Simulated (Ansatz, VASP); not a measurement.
# Cross-check of Ga19P19H30 (GaP wire along [111], 38 atoms a period, H-terminated) between VASP and Ansatz, part 2 of 2

Wanted: the spread between two codes on one cell, functional and k mesh. The structure shown is the start of the Ansatz relaxation below; VASP solves that cell, so the two are compared at the walk's first step.

VASP 6.6.1 and Ansatz 0.2.0.

So far: Starting point; Ansatz: relaxation, PBE.

### 3. VASP: single point, PBE, start cell

Level of this step: PBE; plane waves and PAW (Ga_d, P, H) (VASP).

The same cell, functional, mesh and smearing now go to VASP, with its own data sets.

Lines of VASP's logs that name or quote its potential files are left out, and so is its time.

File INCAR:

```
SYSTEM = Ga19P19H30
PREC = Accurate
ENCUT = 400
EDIFF = 1E-06
NELM = 120
ISMEAR = -1
SIGMA = 0.05
LREAL = Auto
ALGO = Normal
GGA = PE
NBANDS = 240
LORBIT = 11
LWAVE = .FALSE.
LCHARG = .FALSE.
ISIF = 2
LASPH = .TRUE.
GGA_COMPAT = .FALSE.
EFERMI = MIDGAP
KPAR = 4
```

File POSCAR:

```
Ga19P19H30
1.0
   17.1720000000      0.0000000000      0.0000000000
    0.0000000000     18.6360000000      0.0000000000
    0.0000000000      0.0000000000      9.5436000000
Ga P H
19 19 30
Direct
    0.2731228162      0.6244893217      0.0000000000
    0.3865679012      0.4434326036      0.0000000000
    0.5000129863      0.6244893217      0.0000000000
    0.7269031563      0.6244893217      0.0000000000
    0.2731228162      0.3830803821      0.3333333333
    0.3865679012      0.5641370466      0.3333333333
    0.5000129863      0.3830803821      0.3333333333
    0.5000129863      0.7451937648      0.3333333333
    0.6134580713      0.5641370466      0.3333333333
    0.7269031563      0.3830803821      0.3333333333
    0.2731228162      0.5037848251      0.6666666667
    0.3865679012      0.3227281605      0.6666666667
    0.3865679012      0.6848415432      0.6666666667
    0.5000129863      0.5037848251      0.6666666667
    0.6134580713      0.6848415432      0.6666666667
    0.6134580713      0.3227281605      0.6666666667
    0.7269031563      0.5037848251      0.6666666667
    0.5000129863      0.2623759390      0.0000000000
    0.6134580713      0.4434326036      0.0000000000
    0.2731228162      0.6244893217      0.2500000000
    0.3865679012      0.4434326036      0.2500000000
    0.5000129863      0.2623759390      0.2500000000
    0.5000129863      0.6244893217      0.2500000000
    0.6134580713      0.4434326036      0.2500000000
    0.7269031563      0.6244893217      0.2500000000
    0.2731228162      0.3830803821      0.5833333333
    0.3865679012      0.5641370466      0.5833333333
    0.5000129863      0.3830803821      0.5833333333
    0.5000129863      0.7451937648      0.5833333333
    0.6134580713      0.5641370466      0.5833333333
    0.7269031563      0.3830803821      0.5833333333
    0.2731228162      0.5037848251      0.9166666667
    0.3865679012      0.3227281605      0.9166666667
    0.3865679012      0.6848415432      0.9166666667
    0.5000129863      0.5037848251      0.9166666667
    0.6134580713      0.6848415432      0.9166666667
    0.6134580713      0.3227281605      0.9166666667
    0.7269031563      0.5037848251      0.9166666667
    0.1979967389      0.4230471131      0.2781479735
    0.2731228162      0.3031470273      0.2781479735
    0.4248869089      0.7851604422      0.2781479735
    0.5751390636      0.7851604422      0.2781479735
    0.7269031563      0.3031470273      0.2781479735
    0.8020292336      0.4230471131      0.2781479735
    0.2051289308      0.5883169135      0.2999462467
    0.2731228162      0.6968340309      0.2999462467
    0.4320191591      0.2262035845      0.2999462467
    0.5680068134      0.2262035845      0.2999462467
    0.7269031563      0.6968340309      0.2999462467
    0.7948969835      0.5883169135      0.2999462467
    0.1979967389      0.5437515561      0.6114813068
    0.3114418239      0.7248082206      0.6114813068
    0.3865679012      0.2427948058      0.6114813068
    0.6134580713      0.2427948058      0.6114813068
    0.6885841486      0.7248082206      0.6114813068
    0.8020292336      0.5437515561      0.6114813068
    0.2051289308      0.3469080275      0.6332795800
    0.5000129863      0.8175385276      0.6332795800
    0.7948969835      0.3469080275      0.6332795800
    0.1979967389      0.6644559991      0.9448146402
    0.5000129863      0.1824425842      0.9448146402
    0.8020292336      0.6644559991      0.9448146402
    0.2051289308      0.4676124705      0.9666129134
    0.3185740741      0.2865558060      0.9666129134
    0.3865679012      0.7571862524      0.9666129134
    0.6134580713      0.7571862524      0.9666129134
    0.6814518984      0.2865558060      0.9666129134
    0.7948969835      0.4676124705      0.9666129134
```

File KPOINTS:

```
Automatic mesh
0
Gamma
1 1 9
0 0 0
```

PAW data sets: Ga_d, P and H (PBE family, release 64).

Started as:

```bash
mpirun -np 8 vasp_std
```

Numbers of over 12 decimals in the logs are rounded to 6 here.

The program printed:

```text
[banner, memory and clock lines left out]
running    8 mpi-ranks, on    1 nodes
[...]
|                                                                             |
|           W    W    AA    RRRRR   N    N  II  N    N   GGGG   !!!           |
|           W    W   A  A   R    R  NN   N  II  NN   N  G    G  !!!           |
|           W    W  A    A  R    R  N N  N  II  N N  N  G       !!!           |
|           W WW W  AAAAAA  RRRRR   N  N N  II  N  N N  G  GGG   !            |
|           WW  WW  A    A  R   R   N   NN  II  N   NN  G    G                |
|           W    W  A    A  R    R  N    N  II  N    N   GGGG   !!!           |
|                                                                             |
|     For optimal performance we recommend to set                             |
|       NCORE = 2 up to number-of-cores-per-socket                            |
|     NCORE specifies how many cores store one orbital (NPAR=cpu/NCORE).      |
|     This setting can greatly improve the performance of VASP for DFT.       |
|     The default, NCORE=1 might be grossly inefficient on modern             |
|     multi-core architectures or massively parallel machines. Do your        |
|     Unfortunately you need to use the default for GW and RPA                |
|     calculations (for HF NCORE is supported but not extensively tested      |
|     yet).                                                                   |
|                                                                             |

 LDA part: xc-table for (Slater+PW92), standard interpolation
 POSCAR, INCAR and KPOINTS ok, starting setup
[...]
entering main loop
       N       E                     dE             d eps       ncg     rms          rms(c)
DAV:   1     0.259195493551E+04    0.25920E+04   -0.13471E+05  2840   0.118E+03
DAV:   2     0.978352374047E+02   -0.24941E+04   -0.23776E+04  3248   0.309E+02
DAV:   3    -0.252188884035E+03   -0.35002E+03   -0.34717E+03  3024   0.127E+02
DAV:   4    -0.278531181425E+03   -0.26342E+02   -0.26250E+02  3304   0.352E+01
[...]
DAV:  25    -0.266567614102E+03   -0.94355E-05   -0.48859E-07  1912   0.248E-03    0.614E-04
DAV:  26    -0.266567616363E+03   -0.22613E-05   -0.22044E-07  1968   0.157E-03    0.249E-04
DAV:  27    -0.266567616912E+03   -0.54891E-06   -0.16046E-07  1912   0.113E-03
   1 F= -.26656762E+03 E0= -.26656762E+03  d E =-.584752E-12
```

Parts of OUTCAR (step 3):

```text
 POSITION                                       TOTAL-FORCE (eV/Angst)
 -----------------------------------------------------------------------------------
      4.69006     11.63798      0.00000        -0.725943      0.421603     -0.352850
      6.63814      8.26381      0.00000        -0.287275     -0.168794      0.362684
      8.58622     11.63798      0.00000        -0.000000      0.335327      0.362106
     12.48238     11.63798      0.00000         0.725943      0.421603     -0.352850
      4.69006      7.13909      3.18120        -0.604000     -0.347683     -0.436224
      6.63814     10.51326      3.18120         0.461667     -0.264028      0.261622
      8.58622      7.13909      3.18120        -0.000000      0.533654      0.261950
      8.58622     13.88743      3.18120        -0.000000      0.697938     -0.435057
     10.53430     10.51326      3.18120        -0.461667     -0.264028      0.261622
     12.48238      7.13909      3.18120         0.604000     -0.347683     -0.436224
      4.69006      9.38853      6.36240        -0.628865      0.107806     -0.364069
      6.63814      6.01436      6.36240        -0.221944     -0.595295     -0.363479
      6.63814     12.76271      6.36240        -0.406429      0.492887     -0.363795
      8.58622      9.38853      6.36240        -0.000000      0.000576     -0.436949
[...]
-----------------------------------------------------------------------------------
    total drift:                                0.000071      0.004353      0.006205

  FREE ENERGIE OF THE ION-ELECTRON SYSTEM (eV)
  ---------------------------------------------------
  free  energy   TOTEN  =      -266.5676169118 eV

  energy  without entropy=     -266.5676169118  energy(sigma->0) =     -266.56761691

[... 2 further parts left out ...]
```

### 4. Differences

Known differences besides the potentials themselves: the cutoff is 420 eV in Ansatz and 400 eV in VASP (PREC = Accurate, projectors in real space). Total energies have different zeros and are not compared.

Forces on 8 of the 68 atoms, those with the largest forces and the largest differences (eV/Å; atoms numbered as in POSCAR):

```
atom          Ansatz x, y, z            VASP x, y, z
 Ga1   -0.711, 0.412, -0.343   -0.726, 0.422, -0.353
 Ga4    0.711, 0.412, -0.343    0.726, 0.422, -0.353
 Ga5  -0.591, -0.340, -0.421  -0.604, -0.348, -0.436
 Ga8    0.000, 0.681, -0.419    0.000, 0.698, -0.435
Ga10   0.591, -0.340, -0.421   0.604, -0.348, -0.436
Ga15    0.392, 0.484, -0.355    0.406, 0.493, -0.364
Ga18   0.000, -0.819, -0.341   0.000, -0.833, -0.351
 P22    0.000, 0.427, -0.231    0.000, 0.410, -0.217
```

The forces differ by 8.6 meV/Å r.m.s., which is 3.0 % of the r.m.s. force of 0.283 eV/Å (both taken over all components).

### 5. Outcome

```
r.m.s. force difference (single point, PBE, start cell) : 3.0 % of the r.m.s. force
```

What this shows: The r.m.s. force difference is 3.0 % of the r.m.s. force (single point, PBE, start cell), at about the 3 % picked in this series as the mark of a large difference. VASP runs on this material, other cells of it included, that failed, so that no pair exists: single point, PBE (timeout). Such differences can come from data sets, numerical settings and the points named under the comparisons, not from the functional's error against experiment.

[Lines on the potential files, build, host, timing and source positions are cut from VASP's logs without a mark.]

[Logs are printed without paths, hosts, clocks, repeated set-up lines and the standing remarks that a program may print on its own settings, such as how far it seeks lower states.]

[Hosts, paths, dates, database ids (printed as entryN), source tags and the programs' standing remarks are cut or masked in the printed files.]
